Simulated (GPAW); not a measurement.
Ti3Al:

```
Ti Al
1.0
     0.00000    3.23178    3.23178
     3.23178    0.00000    3.23178
     3.23178    3.23178    0.00000
Ti Al
3 1
Direct
  0.00000 0.00000 0.00000
  0.25000 0.25000 0.25000
  0.75000 0.75000 0.75000
  0.50000 0.50000 0.50000
```

The cell comes from a database or a generator and needn't be the stable form of this composition.

- Program: GPAW 26.7.0
- Task: relaxation of cell and atoms
- Functional: PBEsol
- Potentials or basis: PAW data sets generated in the run's folder for this functional
- Cutoff: 600 eV
- Basis: pw
- k mesh: 7 × 7 × 7
- Occupations: fermi-dirac, width 0.05 eV
- Spin: no spin polarisation

At the start: pressure -5.1 GPa; volume 16.88 Å³/atom.

Question: How do energy, volume and symmetry change on relaxing?

Answer: Over 4 steps the energy falls by 9.3 meV/atom and the volume is 16.13 Å³/atom (-4.4 %); space group Fm-3m (No. 225, to 0.05 Å).

Step by step:
| step | energy change (eV) | largest force (eV/Å) | pressure (GPa) | volume (Å³) |
| --- | --- | --- | --- | --- |
| 1 | 0.0000 | 0.0000 | -5.07 | 67.51 |
| 2 | -0.0099 | 0.0000 | -4.47 | 67.12 |
| 3 | -0.0366 | 0.0000 | 0.20 | 64.41 |
| 4 | -0.0371 | 0.0000 | -0.01 | 64.52 |

Final structure:
```
Ti Al
1.0
     0.00000    3.18345    3.18345
     3.18345    0.00000    3.18345
     3.18345    3.18345    0.00000
Ti Al
3 1
Direct
  0.00000 0.00000 0.00000
  0.25000 0.25000 0.25000
  0.75000 0.75000 0.75000
  0.50000 0.50000 0.50000
```

Caveat: later steps reuse the first step's grids.
